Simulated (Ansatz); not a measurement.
A vibration from a frozen displacement in SnO2

These are results of DFT r2SCAN, scalar-relativistic, plane waves, PAW (Ansatz 0.2.0), not measurements. Settings: plane waves to 500 eV, k-mesh 6×6×8 (Γ-centred), Gaussian smearing 0.05 eV. No spin polarisation. Energies are free energies at this smearing, counted from the undisturbed cell; pressure is positive in compression.

The undisturbed cell (relaxed at this level):

```
Sn O
1.0
     4.76022    0.00000    0.00000
     0.00000    4.76022    0.00000
     0.00000    0.00000    3.20057
Sn O
2 4
Direct
  0.00000 0.00000 0.00000
  0.50000 0.50000 0.50000
  0.30589 0.30589 0.00000
  0.19411 0.80589 0.50000
  0.69411 0.69411 0.00000
  0.80589 0.19411 0.50000
```

Atom 1 (Sn) is moved by x along the Cartesian unit vector (0.000, 0.000, -1.000); the cell and all other atoms stay fixed. The cell's volume is 72.52 Å³; the moved atoms weigh 118.710 u together and the others 182.706 u. Some rows repeat others by symmetry and weren't run.

```csv
x (Å),ΔE (meV/cell),total force on the moved atoms along the move (eV/Å),pressure (GPa)
-0.1000,100.02,2.0220,0.8175
-0.0875,76.38,1.7604,0.6229
-0.0750,55.99,1.5023,0.4545
-0.0625,38.81,1.2473,0.3123
-0.0500,24.80,0.9948,0.1960
-0.0375,13.93,0.7443,0.1057
-0.0250,6.19,0.4953,0.0412
-0.0125,1.55,0.2474,0.0026
0.0000,0.00,0.0000,-0.0103
0.0125,1.55,-0.2474,0.0026
0.0250,6.19,-0.4953,0.0412
0.0375,13.93,-0.7443,0.1057
0.0500,24.80,-0.9948,0.1960
0.0625,38.81,-1.2473,0.3123
0.0750,55.99,-1.5023,0.4545
0.0875,76.38,-1.7604,0.6229
0.1000,100.02,-2.0220,0.8175
```

Question: What frequency belongs to this motion?

Answer: The force constant is k = −dF/dx = 19.792 eV/Å², from the parabola through x = -0.0125, 0 and 0.0125. In every cell the moved atoms swing against the rest, so the mass is μ = m₁m₂/(m₁ + m₂) = 71.957 u, and ν̃ = 521.5 cm⁻¹ × √(|k|/μ) = 273 cm⁻¹. The pattern needn't be a normal mode: ν̃² is then a weighted mean of the squared nonzero frequencies at the zone centre of this cell, taken without macroscopic field, so it lies between the lowest and the highest of them.

Question: How far does the harmonic law reach?

Answer: At x = -0.100 Å, kx²/2 = 98.96 meV against the computed 100.02 meV (+1.1 %): the well is still close to harmonic there.

Question: The pressure changes with x². What does that say about the frequency under compression?

Answer: With E = k(V)x²/2, k ∝ V^(−2γ) and x scaling with the cell as V^(1/3), P − P0 = −∂E/∂V = (2γ − 2/3) ΔE/V. At x = 0.0250 Å, V(P − P0) = 72.52 × 0.05155 / 160.2 eV = 23.34 meV and ΔE = 6.19 meV, so γ = 1/3 + V(P − P0)/(2ΔE) = 2.22. This is the Grüneisen parameter of the motion under uniform scaling of the cell: shrinking the cell evenly by 1 % in volume raises the frequency by about 2.22 %.